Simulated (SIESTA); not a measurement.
Crystal: SiC (Moissanite).

```
Si C
1.0
     3.07600    0.00000    0.00000
    -1.53800    2.66389    0.00000
     0.00000    0.00000    5.04800
Si C
2 2
Direct
  0.66667 0.33333 0.50000
  0.33333 0.66667 0.00000
  0.66667 0.33333 0.88500
  0.33333 0.66667 0.38500
```

Base run:

```yaml
Program: SIESTA 5.4.2
Functional: PBE
Potentials_or_basis: PseudoDojo 0.4 standard (PBE files)
Basis: SZ (energy shift 0.002 Ry)
Grid_cutoff: 500 Ry
Energy_shift: 0.002 Ry
k_mesh: 10 × 10 × 5
Occupations: fermi-dirac, width 0.05 eV
Spin: no spin polarisation
```

Its results: band gap on the k mesh 4.92 eV, indirect (least direct gap 5.86 eV); pressure 27.2 GPa; largest force 1.312 eV/Å.

Problem. The run is repeated on the same cell with these changes: basis from SZ (energy shift 0.002 Ry) to DZ (energy shift 0.002 Ry). What comes out?

Solution. Band gap on the k mesh 2.93 eV, indirect (least direct gap 4.67 eV); pressure 21.2 GPa; largest force 0.920 eV/Å.

Caveats: the basis has no polarisation orbitals; so large a pressure means that the cell lies far from this level's equilibrium, or that cutoff or potentials fall short; the basis of atomic orbitals isn't converged, which shifts pressures, moduli and gaps; forces of over 1 eV/Å show positions far from the minimum, so gaps and moduli don't describe the material at rest (some runs).
